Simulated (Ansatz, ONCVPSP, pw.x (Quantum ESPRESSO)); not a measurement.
## carbon: one change to the ONCV potential, in the atom and in the fcc crystal

ONCVPSP 4.0.1.1 (patched build) input, shortened (lines: element, Z, core and valence counts, functional; n l f; lmax; l rc ep ncon nbas qcut; lloc lpopt rc5 dvloc0; l nproj debl; icmod fcfact rcfact), PBE, scalar-relativistic:

```
  C 6.00    1    2        4      upf
    1    0    2.00
    2    0    1.75
    2    1    2.25
    1
    0    1.05    0.00    4    8    7.70
    1    3.00    0.00    3    7    5.40
    4    3    0.85    1.00
    0    1    1.80
    1    1    0.40
    3    5.50    1.05
```

Change: s: qcut 9.9; p: qcut 6.9.

Cutoffs, loose and tight: the cutoffs (Ha) at which the residual kinetic energy of the hardest occupied pseudo-wave falls to 1 and 0.1 mHa per electron. They do not see the model core or the augmentation charge, which bear on the density cutoff. Test errors are all-electron minus pseudo excitation energies from the reference, over the configurations 2s2 2p2; 2s2 2p1; 2s2 2p0; 2s1 2p3; variants that change the core or the reference have their own tests.

Crystal test: fcc C in pw.x 7.5, no spin, 18³ k-points, Fermi–Dirac smearing 0.01 Ry, cutoffs set for each file from its atomic test. The reference is all-electron LAPW (Ansatz 0.2.0) with the same functional, mesh and smearing; V0 and B0 come from Birch–Murnaghan fits to the pressures at five volumes. Errors are pseudo minus all-electron; Δ is the rms difference of the E(V) curves that follow from these fits, minima aligned, over ±6 % about the mean V0. Mesh and smearing are coarse, so the numbers serve the comparison and aren't converged zero-temperature values; the lattice is a test structure that the element need not adopt.

All-electron: a0 = 3.083 Å (V0 = 7.33 Å³/atom), B0 = 151.8 GPa.

Does the change bring the crystal closer to the all-electron result?

The mean pressure error goes from +8.04 to +5.48 GPa, so the change moves the solid closer to the all-electron pressures.

```
                       quantity       base    changed
                 outcome (atom)  generated  generated
           cutoff, loose (atom)      21 Ha      22 Ha
           cutoff, tight (atom)      27 Ha      29 Ha
            bound ghosts (atom)       none       none
largest test error (meV) (atom)      +1173       +925
           cutoffs in pw.x (Ry)     65/260     70/280
                         a0 (Å)      3.142      3.122
                   a0 error (%)      +1.90      +1.27
                   B0 error (%)      -12.6       -8.7
                   Δ (meV/atom)       13.0        8.9
      mean pressure error (GPa)      +8.04      +5.48
```

Base: The largest radius (3.00 bohr) exceeds half the bond length (2.07 bohr), so the spheres overlap, which is one possible source of error among others. This is a poor potential for the solid. Changed file: The largest radius (3.00 bohr) exceeds half the bond length (2.07 bohr), so the spheres overlap, which is one possible source of error among others. This is a poor potential for the solid.
